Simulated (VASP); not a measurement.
# CuI (hsedb) (F-43m) in VASP: single point with HSE06

Aim: the single point of CuI (hsedb) with HSE06.

Program: VASP 6.6.1. These are calculated values, not measurements. Logs are shortened: lines on timing, memory, paths and dates and some standing lists are left out, and cuts for length are marked.

## (1) The crystal as given

It takes space group F-43m (No. 216, cubic). The conventional cell has a = 6.063 Å, b = 6.063 Å, c = 6.063 Å, α = 90.00°, β = 90.00°, γ = 90.00°. Cu (site symmetry -43m) has 4 I at 2.63 Å as nearest neighbours. Around I (site symmetry -43m) lie 4 Cu at 2.63 Å.

## (2) Single point, HSE06

Contents of POSCAR:

```
CuI
1.0
    0.0000000000      3.0315000000      3.0315000000
    3.0315000000      0.0000000000      3.0315000000
    3.0315000000      3.0315000000      0.0000000000
Cu I
1 1
Direct
    0.2500000000      0.2500000000      0.2500000000
    0.0000000000      0.0000000000      0.0000000000
```

Contents of INCAR.step1:

```
PREC = Accurate ; ENCUT = 520
EDIFF = 1E-5 ; ISMEAR = 0
SIGMA = 0.01 ; LREAL = False
LASPH = True ; NELM = 100
ALGO = Normal ; ISIF = 2
LWAVE = True ; GGA = PE
NBANDS = 16
```

Contents of INCAR.step2:

```
PREC = Accurate ; ENCUT = 520
EDIFF = 1E-7 ; ISMEAR = 0
SIGMA = 0.01 ; LREAL = False
LASPH = True ; NELM = 100
ALGO = Normal ; ISIF = 2
LWAVE = False ; LCHARG = True
GGA = PE ; LHFCALC = True
HFSCREEN = 0.2079 ; PRECFOCK = Normal
LELF = True ; LVHAR = True
ISTART = 1 ; NBANDS = 16
```

Contents of KPOINTS:

```
regular mesh
0
Gamma
  6 6 6
```

Potentials or basis: VASP PAW PBE potentials, release 64 (Cu, I).

Run with:

```
$ cat potpaw_PBE.64/Cu/POTCAR potpaw_PBE.64/I/POTCAR > POTCAR
$ cp INCAR.step1 INCAR
$ mpirun -np 1 vasp_std > vasp.out
$ cp INCAR.step2 INCAR
$ mpirun -np 1 vasp_std > vasp.out
```

OUTCAR:

```text
PREC = Accurate
   ENCUT = 520
   EDIFF = 1E-7
   ISMEAR = 0
   LREAL = False
   LASPH = True
   NELM = 100
   ISIF = 2
   GGA = PE
   LHFCALC = True
   HFSCREEN = 0.2079
   PRECFOCK = Normal
   ISTART = 1

 ion  position               nearest neighbor table
   1  0.250  0.250  0.250-   2 2.63   2 2.63   2 2.63   2 2.63
   2  0.000  0.000  0.000-   1 2.63   1 2.63   1 2.63   1 2.63

  LATTYP: Found a face centered cubic cell.
 ALAT       =     6.0630000000

  Lattice vectors:

 A1 = (   0.0000000000,   3.0315000000,   3.0315000000)
 A2 = (   3.0315000000,   0.0000000000,   3.0315000000)
 A3 = (   3.0315000000,   3.0315000000,   0.0000000000)

Analysis of symmetry for initial positions (statically):
=====================================================================
 Subroutine PRICEL returns:
 Original cell was already a primitive cell.

 Routine SETGRP: Setting up the symmetry group for a
 face centered cubic supercell.

 Subroutine GETGRP returns: Found 24 space group operations
 (whereof 24 operations were pure point group operations)
 out of a pool of 48 trial point group operations.

The static configuration has the point symmetry T_d .

Analysis of symmetry for dynamics (positions and initial velocities):
=====================================================================
 Subroutine PRICEL returns:
 Original cell was already a primitive cell.

 Routine SETGRP: Setting up the symmetry group for a
 face centered cubic supercell.

 Subroutine GETGRP returns: Found 24 space group operations
 (whereof 24 operations were pure point group operations)
 out of a pool of 48 trial point group operations.

The dynamic configuration has the point symmetry T_d .

 Subroutine INISYM returns: Found 24 space group operations
 (whereof 24 operations are pure point group operations),
 and found     1 'primitive' translations

----------------------------------------------------------------------------------------

                                     Primitive cell

  volume of cell :      55.7189

  direct lattice vectors                    reciprocal lattice vectors
     0.000000000  3.031500000  3.031500000    -0.164934851  0.164934851  0.164934851
[... 80 lines left out ...]
   NSW    =      0    number of steps for IOM
   IBRION =     -1    ionic relax: 0-MD 1-quasi-New 2-CG
   NFREE  =      0    steps in history (QN), initial steepest desc. (CG)
   ISIF   =      2    stress and relaxation
   ISYM   =      3    0-nonsym 1-usesym 2-fastsym
   POTIM  = 0.5000    time-step for ionic-motion
   TEBEG  =    0.0;   TEEND  =   0.0 temperature during run
   PSTRESS=    0.0 pullay stress
   NELECT =      18.0000    total number of electrons
   NUPDOWN=      -1.0000    fix difference up-down
   EMIN   =  10.00;   EMAX   =-10.00  energy-range for DOS
   EFERMI =   0.00;   METHOD = LEGACY
   ISMEAR =     0;   SIGMA  =   0.01  broadening in eV -4-tet -1-fermi 0-gaus
   EFERMI_NEDOS =   21; number of points for ismear=-14 and -15
   IALGO  =     38    algorithm
   IMIX   =      1    mixing-type and parameters
     AMIX     =   0.40;   BMIX     =  1.00
     AMIX_MAG =   1.60;   BMIX_MAG =  1.00
  volume/ion in A,a.u.               =      27.86       188.00
  Fermi-wavevector in a.u.,A,eV,Ry     =   1.123306  2.122741 17.168055  1.261816
  Thomas-Fermi vector in A             =   2.259971
   LORBIT       =      0    0 simple, 1 ext, 2 COOP (PROOUT), +10 PAW based schemes
   GGA     = PE    functional components
   LHFCALC =     T    Hartree Fock is set to
   PRECFOCK=normal    Normal, Fast or Accurate (Low or Medium for compatibility)
   ENCUT4O =  -1.0   cutoff for four orbital integrals eV
   NKREDX  =     1    reduce k-point grid by
   NKREDY  =     1    reduce k-point grid by
   NKREDZ  =     1    reduce k-point grid by
   AEXX    =    0.2500 exact exchange contribution
   HFSCREEN=    0.2079 screening length (either q_TF or 0.3 A-1)
   HFSCREENC=   0.2079 screening length for correlation (either q_TF or 0.3 A-1)
   ENCUTFOCK=  -1.0 apply spherical cutoff to Coloumb kernel
   IVDW    =     0    specifies the selected vdW correction
   LEPSILON=     F    determine dielectric tensor
   LRPA    =     F    only Hartree local field effects (RPA)
 non-spin polarized calculation
 Gauss-broadening in eV      SIGMA  =   0.01
  energy-cutoff  :      520.00
  volume of cell :       55.72
 maximum number of plane-waves:      1524
  NGX = 24; NGY = 24; NGZ = 24

 number of electron      18.0000015 magnetization

 Free energy of the ion-electron system (eV)
  ---------------------------------------------------
  ext. energy  EPLUGINS =         0.00000000
  ---------------------------------------------------
  free energy    TOTEN  =        -6.45909975 eV

  energy without entropy =       -6.45909975  energy(sigma->0) =       -6.45909975

 E-fermi :   3.5208     XC(G=0):  -7.4161

 val. band max:        3.4755782256   @ k =   0.0000   0.0000   0.0000
 cond. band min:       6.0542284043   @ k =   0.0000   0.0000   0.0000
 fundamental gap:      2.5786501787
 Fermi energy:         3.5208263604

 k-point     1 :       0.0000    0.0000    0.0000
  band No.  band energies     occupation
      1     -11.2688      2.00000
      2      -0.5095      2.00000
      3      -0.5095      2.00000
      4      -0.5095      2.00000
      5       0.9949      2.00000
      6       0.9949      2.00000
[... 281 lines left out ...]
      3      -0.8202      2.00000
      4      -0.3257      2.00000
      5       0.9548      2.00000
      6       1.0505      2.00000
[... 8 lines left out ...]
     15      16.7142      0.00000
     16      17.1631      0.00000

------------------------ aborting loop because EDIFF is reached ----------------------------------------

  FORCE on cell =-STRESS in cart. coord.  units (eV):
  Direction    XX          YY          ZZ          XY          YZ          ZX
  --------------------------------------------------------------------------------------
  -------------------------------------------------------------------------------------
  Total        0.1433998      0.1433998      0.1433998      0.0000000     -0.0000000      0.0000000
  in kB        4.1234083      4.1234083      4.1234083      0.0000000     -0.0000000      0.0000000
  external PRESSURE =       4.1234083 kB  Pullay stress =       0.0000000 kB

 VOLUME and BASIS-vectors are now :
 -----------------------------------------------------------------------------
  energy-cutoff  :      520.00
  volume of cell :       55.72
      direct lattice vectors                 reciprocal lattice vectors
     0.000000000  3.031500000  3.031500000    -0.164934851  0.164934851  0.164934851
     3.031500000  0.000000000  3.031500000     0.164934851 -0.164934851  0.164934851
     3.031500000  3.031500000  0.000000000     0.164934851  0.164934851 -0.164934851

 POSITION                                       TOTAL-FORCE (eV/Angst)
 -----------------------------------------------------------------------------------
      1.51575      1.51575      1.51575        -0.000000     -0.000000     -0.000000
      0.00000      0.00000      0.00000         0.000000      0.000000      0.000000
 -----------------------------------------------------------------------------------
    total drift:                                0.000037      0.000044      0.000020

  FREE ENERGIE OF THE ION-ELECTRON SYSTEM (eV)
  ---------------------------------------------------
  free  energy   TOTEN  =        -6.4590997534 eV

  energy  without entropy=       -6.4590997534  energy(sigma->0) =       -6.45909975
```

OUTCAR.step1:

```text
PREC = Accurate
   ENCUT = 520
   EDIFF = 1E-5
   ISMEAR = 0
   LREAL = False
[... 516 lines left out ...]
      1.51575      1.51575      1.51575         0.000000      0.000000      0.000000
      0.00000      0.00000      0.00000        -0.000000     -0.000000     -0.000000
 -----------------------------------------------------------------------------------
    total drift:                                0.000001      0.000001      0.000000

  FREE ENERGIE OF THE ION-ELECTRON SYSTEM (eV)
  ---------------------------------------------------
  free  energy   TOTEN  =        -5.5597506499 eV

  energy  without entropy=       -5.5597506499  energy(sigma->0) =       -5.55975065
```

OSZICAR.step1:

```text
N       E                     dE             d eps       ncg     rms          rms(c)
DAV:   1     0.953236799579E+02    0.95324E+02   -0.75456E+03   512   0.120E+03
DAV:   2     0.339458302746E+00   -0.94984E+02   -0.85545E+02   536   0.229E+02
DAV:   3    -0.561289490867E+01   -0.59524E+01   -0.58595E+01   704   0.600E+01
DAV:   4    -0.576865863157E+01   -0.15576E+00   -0.15571E+00   648   0.912E+00
DAV:   5    -0.577626924347E+01   -0.76106E-02   -0.76105E-02   768   0.228E+00    0.522E+00
DAV:   6    -0.570069261592E+01    0.75577E-01   -0.26164E+00   528   0.434E+01    0.337E+00
DAV:   7    -0.556041947776E+01    0.14027E+00   -0.63130E-01   592   0.260E+01    0.167E+00
DAV:   8    -0.556168411749E+01   -0.12646E-02   -0.33613E-02   792   0.247E+00    0.431E-01
DAV:   9    -0.555956623088E+01    0.21179E-02   -0.80513E-03   648   0.263E+00    0.134E-01
DAV:  10    -0.555974813929E+01   -0.18191E-03   -0.56926E-04   608   0.149E-01    0.364E-02
DAV:  11    -0.555975147307E+01   -0.33338E-05   -0.14702E-04   664   0.345E-01    0.293E-02
DAV:  12    -0.555975064986E+01    0.82321E-06   -0.62016E-06   416   0.484E-02
   1 F= -.55597506E+01 E0= -.55597506E+01  d E =-.388082E-20
```

Wall time 18 min (1 thread of Intel Xeon 6975P-C (Granite Rapids), shared host); peak memory 0.31 GiB.

What came out:

- Free energy: -6.4591 eV
- Pressure: 0.4 GPa
- Band gap on the k mesh: 2.58 eV, direct

Levels at points of the mesh, in eV from the valence-band top:
```tsv
k point	band 6	band 7	band 8	band 9	band 10	band 11	band 12	band 13
(0.00, 0.00, 0.00)	-2.48	0.00	0.00	0.00	2.58	6.30	6.30	6.30
(0.50, 0.00, 0.00)	-2.46	-2.40	-0.83	-0.83	3.59	6.80	6.80	8.81
(0.50, 0.50, 0.00)	-2.40	-2.29	-1.94	-1.94	3.88	4.26	10.86	11.56
```

Caveat: the PAW data sets were made with another functional, which shifts forces and pressure a little; spin-orbit coupling is left out, which moves the levels of the heavy elements.
